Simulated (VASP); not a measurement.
# Ni (Fm-3m) in VASP: a series of runs

One crystal, Ni, is run at these levels: PBEsol, LDA, PBE, PBE+D3(BJ); tasks: relaxation of cell and atoms.

All numbers are computed with VASP 6.6.1; they aren't measurements. Logs are shortened: lines on timing, memory, paths and dates and some standing lists are left out, and cuts for length are marked.

## (1) The crystal as given

It takes space group Fm-3m (No. 225, cubic). The conventional cell has a = 3.551 Å, b = 3.551 Å, c = 3.551 Å, α = 90.00°, β = 90.00°, γ = 90.00°. Around Ni (site symmetry m-3m) lie 12 Ni at 2.51 Å.

## (2) Relaxation of cell and atoms, PBEsol, collinear spin, ferromagnetic start

INCAR

```
  PREC = Accurate
  ENCUT = 600
  EDIFF = 1E-7
  ISMEAR = 0
  SIGMA = 0.1
  LREAL = False
  LASPH = True
  NELM = 100
  ALGO = Normal
  ISIF = 3
  LWAVE = False
  LCHARG = False
  ISPIN = 2
  MAGMOM = 1
  LORBIT = 11
  LMAXMIX = 4
  GGA = PS
  IBRION = 2
  NSW = 90
  EDIFFG = -0.005
```

KPOINTS

```
Automatic mesh
0
Gamma
  20 20 20
```

POSCAR

```
Ni
1.0
    0.0000000000      1.7756500000      1.7756500000
    1.7756500000      0.0000000000      1.7756500000
    1.7756500000      1.7756500000      0.0000000000
Ni
1
Direct
    0.0000000000      0.0000000000      0.0000000000
```

Potentials or basis: VASP PAW PBE potentials, release 64 (Ni).

Command:

```
$ cat potpaw_PBE.64/Ni/POTCAR > POTCAR
$ mpirun -np 1 vasp_std > vasp.out
```

OUTCAR:

```text
PREC = Accurate
   ENCUT = 600
   EDIFF = 1E-7
   ISMEAR = 0
   LREAL = False
   LASPH = True
   NELM = 100
   ISIF = 3
   ISPIN = 2
   LORBIT = 11
   GGA = PS
   IBRION = 2
   NSW = 90
   EDIFFG = -0.005

 ion  position               nearest neighbor table
   1  0.000  0.000  0.000-

  LATTYP: Found a face centered cubic cell.
 ALAT       =     3.5513000000

  Lattice vectors:

 A1 = (   0.0000000000,   1.7756500000,   1.7756500000)
 A2 = (   1.7756500000,   0.0000000000,   1.7756500000)
 A3 = (   1.7756500000,   1.7756500000,   0.0000000000)

Analysis of symmetry for initial positions (statically):
=====================================================================
 Subroutine PRICEL returns:
 Original cell was already a primitive cell.

 Routine SETGRP: Setting up the symmetry group for a
 face centered cubic supercell.

 Subroutine GETGRP returns: Found 48 space group operations
 (whereof 48 operations were pure point group operations)
 out of a pool of 48 trial point group operations.

The static configuration has the point symmetry O_h .

Analysis of symmetry for dynamics (positions and initial velocities):
=====================================================================
 Subroutine PRICEL returns:
 Original cell was already a primitive cell.

 Routine SETGRP: Setting up the symmetry group for a
 face centered cubic supercell.

 Subroutine GETGRP returns: Found 48 space group operations
 (whereof 48 operations were pure point group operations)
 out of a pool of 48 trial point group operations.

The dynamic configuration has the point symmetry O_h .

Analysis of structural, dynamic, and magnetic symmetry:
=====================================================================
 Subroutine PRICEL returns:
 Original cell was already a primitive cell.

 Routine SETGRP: Setting up the symmetry group for a
 face centered cubic supercell.

 Subroutine GETGRP returns: Found 48 space group operations
 (whereof 48 operations were pure point group operations)
 out of a pool of 48 trial point group operations.

The overall configuration has the point symmetry O_h .

 Subroutine INISYM returns: Found 48 space group operations
 (whereof 48 operations are pure point group operations),
 and found     1 'primitive' translations

----------------------------------------------------------------------------------------

                                     Primitive cell

  volume of cell :      11.1970

  direct lattice vectors                    reciprocal lattice vectors
     0.000000000  1.775650000  1.775650000    -0.281587024  0.281587024  0.281587024
     1.775650000  0.000000000  1.775650000     0.281587024 -0.281587024  0.281587024
     1.775650000  1.775650000  0.000000000     0.281587024  0.281587024 -0.281587024

  length of vectors
     2.511148312  2.511148312  2.511148312     0.487723033  0.487723033  0.487723033

  position of ions in fractional coordinates (direct lattice)
     0.000000000  0.000000000  0.000000000

  ion indices of the primitive-cell ions
   primitive index   ion index
                 1           1

----------------------------------------------------------------------------------------

 KPOINTS: Automatic mesh

Automatic generation of k-mesh.
 Grid dimensions read from file:
 generate k-points for:   20   20   20

 Generating k-lattice:

  Cartesian coordinates                     Fractional coordinates (reciprocal lattice)
    -0.014079351  0.014079351  0.014079351     0.050000000  0.000000000  0.000000000
     0.014079351 -0.014079351  0.014079351     0.000000000  0.050000000  0.000000000
     0.014079351  0.014079351 -0.014079351     0.000000000  0.000000000  0.050000000

  Length of vectors
     0.024386152  0.024386152  0.024386152

  Shift w.r.t. Gamma in fractional coordinates (k-lattice)
     0.000000000  0.000000000  0.000000000

 Subroutine IBZKPT returns following result:
 ===========================================

 Found    256 irreducible k-points:

 Following reciprocal coordinates:
            Coordinates               Weight
  0.000000  0.000000  0.000000      1.000000
  0.050000  0.000000  0.000000      8.000000
  0.100000  0.000000  0.000000      8.000000
  0.150000  0.000000  0.000000      8.000000
  0.200000  0.000000  0.000000      8.000000
  0.250000  0.000000  0.000000      8.000000
[... 16 lines left out ...]
 -0.400000  0.050000  0.000000     24.000000
 -0.350000  0.050000  0.000000     24.000000
 [... further k-points ...]
   k-points           NKPTS =    256   k-points in BZ     NKDIM =    256   number of bands    NBANDS=     10
   number of dos      NEDOS =    301   number of ions     NIONS =      1
   total plane-waves  NPLWV =   8000
   dimension x,y,z NGX =    20 NGY =   20 NGZ =   20
   dimension x,y,z NGXF=    40 NGYF=   40 NGZF=   40
   ions per type =               1
   NGX,Y,Z   is equivalent  to a cutoff of  13.24, 13.24, 13.24 a.u.
   NGXF,Y,Z  is equivalent  to a cutoff of  26.48, 26.48, 26.48 a.u.
 SYSTEM =  unknown system
   PREC   = accura    normal or accurate (medium, high low for compatibility)
   ISTART =      0    job   : 0-new  1-cont  2-samecut
   ICHARG =      2    charge: 1-file 2-atom 10-const
   ISPIN  =      2    spin polarized calculation?
   LNONCOLLINEAR =      F non collinear calculations
   LSORBIT =      F    spin-orbit coupling
   LASPH  =      T    aspherical Exc in radial PAW
   ENCUT  =  600.0 eV  44.10 Ry    6.64 a.u.   5.02  5.02  5.02*2*pi/ulx,y,z
   NELM   =    100;   NELMIN=  2; NELMDL= -5     # of ELM steps
   EDIFF  = 0.1E-06   stopping-criterion for ELM
   LREAL  =      F    real-space projection
   EDIFFG = -.5E-02   stopping-criterion for IOM
   NSW    =     90    number of steps for IOM
   IBRION =      2    ionic relax: 0-MD 1-quasi-New 2-CG
   NFREE  =      1    steps in history (QN), initial steepest desc. (CG)
   ISIF   =      3    stress and relaxation
   ISYM   =      2    0-nonsym 1-usesym 2-fastsym
   POTIM  = 0.5000    time-step for ionic-motion
   TEBEG  =    0.0;   TEEND  =   0.0 temperature during run
   PSTRESS=    0.0 pullay stress
   NELECT =      10.0000    total number of electrons
   NUPDOWN=      -1.0000    fix difference up-down
   EMIN   =  10.00;   EMAX   =-10.00  energy-range for DOS
   EFERMI =   0.00;   METHOD = LEGACY
   ISMEAR =     0;   SIGMA  =   0.10  broadening in eV -4-tet -1-fermi 0-gaus
   EFERMI_NEDOS =   21; number of points for ismear=-14 and -15
   IALGO  =     38    algorithm
   IMIX   =      4    mixing-type and parameters
     AMIX     =   0.40;   BMIX     =  1.00
     AMIX_MAG =   1.60;   BMIX_MAG =  1.00
  volume/ion in A,a.u.               =      11.20        75.56
  Fermi-wavevector in a.u.,A,eV,Ry     =   1.576549  2.979246 33.817371  2.485507
  Thomas-Fermi vector in A             =   2.677365
   LORBIT       =     11    0 simple, 1 ext, 2 COOP (PROOUT), +10 PAW based schemes
   GGA     = PS    functional components
   LHFCALC =     F    Hartree Fock is set to
   AEXX    =    0.0000 exact exchange contribution
   IVDW    =     0    specifies the selected vdW correction
   LEPSILON=     F    determine dielectric tensor
   LRPA    =     F    only Hartree local field effects (RPA)
 conjugate gradient relaxation of ions
 spin polarized calculation
 Gauss-broadening in eV      SIGMA  =   0.10
  energy-cutoff  :      600.00
  volume of cell :       11.20
 maximum number of plane-waves:       388
   NGX =  9   NGY =  9   NGZ =  9

--------------------------------------- Ionic step        1  -------------------------------------------

 number of electron      10.0000007 magnetization       0.6339421

 Free energy of the ion-electron system (eV)
  ---------------------------------------------------
  ext. energy  EPLUGINS =         0.00000000
  ---------------------------------------------------
  free energy    TOTEN  =        -6.10048162 eV

  energy without entropy =       -6.09118044  energy(sigma->0) =       -6.09583103

------------------------ aborting loop because EDIFF is reached ----------------------------------------

  FORCE on cell =-STRESS in cart. coord.  units (eV):
  Direction    XX          YY          ZZ          XY          YZ          ZX
  --------------------------------------------------------------------------------------
  -------------------------------------------------------------------------------------
  Total       -1.0061794     -1.0061794     -1.0061794     -0.0000000      0.0000000     -0.0000000
  in kB     -143.9739472   -143.9739472   -143.9739472     -0.0000000      0.0000000     -0.0000000
  external PRESSURE =    -143.9739472 kB  Pullay stress =       0.0000000 kB
[... 20 lines left out ...]
  energy  without entropy=       -6.0911804420  energy(sigma->0) =       -6.09583103

--------------------------------------- Ionic step        2  -------------------------------------------

 number of electron      10.0000005 magnetization       0.6118745

 E-fermi :  11.0030     XC(G=0): -14.1671

 val. band max:       11.0005212539   @ k =   0.4500   0.1500   0.0500
 cond. band min:      11.0064042304   @ k =   0.3500   0.2500   0.0500
 fundamental gap:      0.0058829764
 Fermi energy:        11.0030322881

 spin component 1

 k-point     1 :       0.0000    0.0000    0.0000
  band No.  band energies     occupation
      1       1.0675      1.00000
      2       8.2467      1.00000
      3       8.2467      1.00000
      4       8.2467      1.00000
      5       9.6326      1.00000
      6       9.6326      1.00000
      7      35.7120      0.00000
      8      40.5119      0.00000
      9      40.5119      0.00000
     10      40.5119      0.00000
[... 752 lines left out ...]
  energy  without entropy=       -6.1318135673  energy(sigma->0) =       -6.13605570

--------------------------------------- Ionic step        6  -------------------------------------------

 number of electron       9.9999995 magnetization       0.6226707

 Free energy of the ion-electron system (eV)
  ---------------------------------------------------
  ext. energy  EPLUGINS =         0.00000000
  ---------------------------------------------------
  free energy    TOTEN  =        -6.14030272 eV

  energy without entropy =       -6.13182759  energy(sigma->0) =       -6.13606516

 E-fermi :   9.8741     XC(G=0): -13.7193

 val. band max:        9.8736911897   @ k =  -0.4000   0.2500   0.0000
 cond. band min:       9.8752593922   @ k =   0.4000   0.0000   0.0000
 fundamental gap:      0.0015682025
 Fermi energy:         9.8740672590

 spin component 1

 k-point     1 :       0.0000    0.0000    0.0000
  band No.  band energies     occupation
      1       0.4782      1.00000
      2       7.3222      1.00000
      3       7.3222      1.00000
      4       7.3222      1.00000
      5       8.5733      1.00000
      6       8.5733      1.00000
      7      33.9734      0.00000
      8      38.1854      0.00000
      9      38.1854      0.00000
     10      38.1854      0.00000
[... 643 lines left out ...]
  FREE ENERGIE OF THE ION-ELECTRON SYSTEM (eV)
  ---------------------------------------------------
  free  energy   TOTEN  =        -6.1403027212 eV

  energy  without entropy=       -6.1318275894  energy(sigma->0) =       -6.13606516

 reached required accuracy - stopping structural energy minimisation

 total charge

# of ion       s       p       d       tot
------------------------------------------
    1        0.522   0.547   8.334   9.402

 magnetization (x)

# of ion       s       p       d       tot
------------------------------------------
    1       -0.006  -0.024   0.659   0.628
```

Wall time 2.5 min (1 thread of AMD EPYC 9R14 (Zen 4), shared host); peak memory 0.15 GiB.

Results:

```yaml
Free_energy: -6.1403 eV
Relaxed_volume: 10.38 Å³/atom
Relaxed_cell: a = 2.448 Å, b = 2.448 Å, c = 2.448 Å, α = 60.00°, β = 60.00°, γ = 60.00°
Space_group_after_relaxing_to_0.05_Å: Fm-3m (No. 225)
Energy_gained_by_relaxing: 39.8 meV/atom
Ionic_steps: 6
Pressure_after_relaxing: 0.0 GPa
Band_gap_on_the_k_mesh: none (metal or under the smearing width)
Net_moment: 0.62 μB per cell
Site_moments: Ni +0.63 μB
Valence_electrons_inside_the_program's_atomic_spheres: Ni 9.40
```

The path:
```
step  energy change (eV)  largest force (eV/Å)  pressure (GPa)  volume (Å³)
   1              0.0000                0.0000          -14.40        11.20
   2              0.0026                0.0000           20.04         9.64
   3             -0.0398                0.0000           -0.19        10.39
   4             -0.0398                0.0000            0.17        10.37
   5             -0.0398                0.0000           -0.18        10.38
   6             -0.0398                0.0000            0.02        10.38
```

Final structure:
```
Ni
1.0
     0.00000    1.73114    1.73114
     1.73114    0.00000    1.73114
     1.73114    1.73114    0.00000
Ni
1
Cartesian
  1.7311 0.0000 1.7311
```

Caveat: the PAW data sets were made with another functional, which shifts forces and pressure a little.

## (3) Relaxation of cell and atoms, LDA, collinear spin, ferromagnetic start

INCAR: that of step 2 with these lines changed.

```diff
@@ -16,3 +16,2 @@
   LMAXMIX = 4
-  GGA = PS
   IBRION = 2
```

KPOINTS is that of step 2.

POSCAR is that of step 2.

Potentials or basis: VASP PAW LDA potentials, release 64 (Ni).

Command:

```
$ cat potpaw_LDA.64/Ni/POTCAR > POTCAR
$ mpirun -np 1 vasp_std > vasp.out
```

It took 1.9 min on 1 thread of AMD EPYC 9R14 (Zen 4), shared host; peak memory 0.15 GiB.

Results (log left out):

```
Free energy                                           : -6.5837 eV
Relaxed volume                                        : 10.03 Å³/atom
Relaxed cell                                          : a = 2.421 Å, b = 2.421 Å, c = 2.421 Å, α = 60.00°, β = 60.00°, γ = 60.00°
Space group after relaxing (to 0.05 Å)                : Fm-3m (No. 225)
Energy gained by relaxing                             : 86.7 meV/atom
Ionic steps                                           : 4
Pressure after relaxing                               : -0.1 GPa
Band gap on the k mesh                                : none (metal or under the smearing width)
Net moment                                            : 0.60 μB per cell
Site moments                                          : Ni +0.60 μB
Valence electrons inside the program's atomic spheres : Ni 9.48
```

The path:
| step | energy change (eV) | largest force (eV/Å) | pressure (GPa) | volume (Å³) |
| --- | --- | --- | --- | --- |
| 1 | 0.0000 | 0.0000 | -21.35 | 11.20 |
| 2 | 0.0275 | 0.0000 | 37.89 | 8.95 |
| 3 | -0.0867 | 0.0000 | -0.62 | 10.05 |
| 4 | -0.0867 | 0.0000 | -0.07 | 10.03 |

Final structure:
```
CELL_PARAMETERS angstrom
0.00000 1.71172 1.71172
1.71172 0.00000 1.71172
1.71172 1.71172 0.00000
ATOMIC_POSITIONS crystal
Ni 0.00000 0.00000 0.00000
```

Levels at points of the mesh, in eV from the Fermi level:
Spin up:
```tsv
k point	band 1	band 2	band 3	band 4	band 5	band 6	band 7	band 8	band 9	band 10
(0.00, 0.00, 0.00)	-9.56	-2.57	-2.57	-2.57	-1.27	-1.27	24.46	28.87	28.87	28.87
(0.50, 0.00, 0.00)	-5.26	-2.58	-2.58	-0.49	-0.49	-0.41	6.32	22.94	26.00	26.00
(0.50, 0.50, 0.00)	-5.13	-4.58	-0.46	-0.31	-0.31	2.51	10.03	15.54	15.54	20.87
```
Spin down:
```
           k point  band 2  band 3  band 4  band 5  band 6  band 7  band 8  band 9
(0.00, 0.00, 0.00)   -1.96   -1.96   -1.96   -0.71   -0.71   24.45   28.92   28.92
(0.50, 0.00, 0.00)   -2.03   -2.03   -0.37    0.16    0.16    6.71   22.92   26.12
(0.50, 0.50, 0.00)   -4.08    0.13    0.39    0.39    2.56   10.32   15.62   15.62
```

Caveat: the volume moved by -10 % from the deposited cell, more than functionals usually miss. LDA usually gives volumes a few per cent too small.

## (4) Relaxation of cell and atoms, PBE, collinear spin, ferromagnetic start

INCAR: that of step 3 with these lines changed.

```diff
@@ -16,2 +16,3 @@
   LMAXMIX = 4
+  GGA = PE
   IBRION = 2
```

KPOINTS is that of step 3.

POSCAR is that of step 3.

Potentials or basis: VASP PAW PBE potentials, release 64 (Ni).

Command:

```
$ cat potpaw_PBE.64/Ni/POTCAR > POTCAR
$ mpirun -np 1 vasp_std > vasp.out
```

Run time: 91 s. Hardware: 1 thread of AMD EPYC 9R14 (Zen 4), shared host; peak memory 0.15 GiB.

It converged, with:

```
Free energy                                           : -5.4750 eV
Relaxed volume                                        : 10.88 Å³/atom
Relaxed cell                                          : a = 2.487 Å, b = 2.487 Å, c = 2.487 Å, α = 60.00°, β = 60.00°, γ = 60.00°
Space group after relaxing (to 0.05 Å)                : Fm-3m (No. 225)
Energy gained by relaxing                             : 5.3 meV/atom
Ionic steps                                           : 3
Pressure after relaxing                               : 0.0 GPa
Band gap on the k mesh                                : none (metal or under the smearing width)
Net moment                                            : 0.63 μB per cell
Site moments                                          : Ni +0.64 μB
Valence electrons inside the program's atomic spheres : Ni 9.31
```

The path:
| step | energy change (eV) | largest force (eV/Å) | pressure (GPa) | volume (Å³) |
| --- | --- | --- | --- | --- |
| 1 | 0.0000 | 0.0000 | -5.23 | 11.20 |
| 2 | -0.0011 | 0.0000 | 5.22 | 10.62 |
| 3 | -0.0053 | 0.0000 | 0.02 | 10.88 |

Final structure:
```
CELL_PARAMETERS angstrom
0.00000 1.75884 1.75884
1.75884 0.00000 1.75884
1.75884 1.75884 0.00000
ATOMIC_POSITIONS crystal
Ni 0.00000 0.00000 0.00000
```

Levels at points of the mesh, in eV from the Fermi level:
Spin up:
```tsv
k point	band 2	band 3	band 4	band 5	band 6	band 7	band 8	band 9
(0.00, 0.00, 0.00)	-2.44	-2.44	-2.44	-1.26	-1.26	23.72	27.58	27.58
(0.50, 0.00, 0.00)	-2.42	-2.42	-0.61	-0.61	-0.29	5.66	22.21	24.67
(0.50, 0.50, 0.00)	-4.20	-0.55	-0.48	-0.48	2.45	9.22	14.82	14.82
```
Spin down:
```
           k point  band 1  band 2  band 3  band 4  band 5  band 6  band 7  band 8  band 9  band 10
(0.00, 0.00, 0.00)   -9.05   -1.68   -1.68   -1.68   -0.67   -0.67   23.56   27.56   27.56    27.56
(0.50, 0.00, 0.00)   -4.40   -1.80   -1.80   -0.36    0.15    0.15    6.08   22.07   24.75    24.75
(0.50, 0.50, 0.00)   -4.30   -3.58    0.06    0.39    0.39    2.40    9.46   14.83   14.83    19.89
```

(Part 1 of 2 ends here.)
